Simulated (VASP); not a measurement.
Crystal: BaTiO3.

```xyz
5
Lattice="3.9412 0.0000 0.0000 0.0000 3.9412 0.0000 0.0000 0.0000 4.1656" Properties=species:S:1:pos:R:3 pbc="T T T"
Ba    3.9412    3.9412    4.1264
Ti    1.9706    1.9706    1.9650
O     1.9706    1.9706    0.1737
O     1.9706    0.0000    2.1641
O     3.9412    1.9706    2.1641
```

The cell isn't the ideal one: a relaxed cell with its volume scaled by 0.96.

| Property | Result |
| --- | --- |
| Program | VASP 6.6.1 |
| Task | relaxation of shape and atoms at fixed volume |
| Functional | PBE |
| Potentials or basis | VASP PAW PBE potentials, release 64 (Ba_sv, Ti_sv, O) |
| Cutoff | 600 eV |
| k mesh | 8 × 8 × 8 |
| Occupations | gaussian, width 0.03 eV |
| Spin | no spin polarisation |

At the start: pressure 6.9 GPa; volume 12.94 Å³/atom.

Where does the relaxation end?

Over 12 steps the energy falls by 4.5 meV/atom; space group P4mm (No. 99, to 0.05 Å).

The path:
| step | energy change (eV) | largest force (eV/Å) | pressure (GPa) |
| --- | --- | --- | --- |
| 1 | 0.0000 | 0.5564 | 6.90 |
| 2 | -0.0097 | 0.1245 | 5.53 |
| 3 | -0.0099 | 0.1041 | 5.69 |
| 4 | -0.0170 | 0.0954 | 5.20 |
| 5 | -0.0205 | 0.0868 | 4.68 |
| 6 | -0.0205 | 0.0900 | 4.64 |
| 7 | -0.0219 | 0.0585 | 4.45 |
| 8 | -0.0223 | 0.0453 | 4.24 |
| 9 | -0.0223 | 0.0377 | 4.26 |
| 10 | -0.0225 | 0.0101 | 4.31 |
| 11 | -0.0225 | 0.0113 | 4.32 |
| 12 | -0.0225 | 0.0087 | 4.31 |

Final structure:
```
CELL_PARAMETERS angstrom
3.98085 0.00000 0.00000
0.00000 3.98085 0.00000
0.00000 0.00000 4.08301
ATOMIC_POSITIONS crystal
Ba 0.00000 0.00000 0.99857
Ti 0.50000 0.50000 0.48122
O 0.50000 0.50000 0.02945
O 0.50000 0.00000 0.51688
O 0.00000 0.50000 0.51688
```
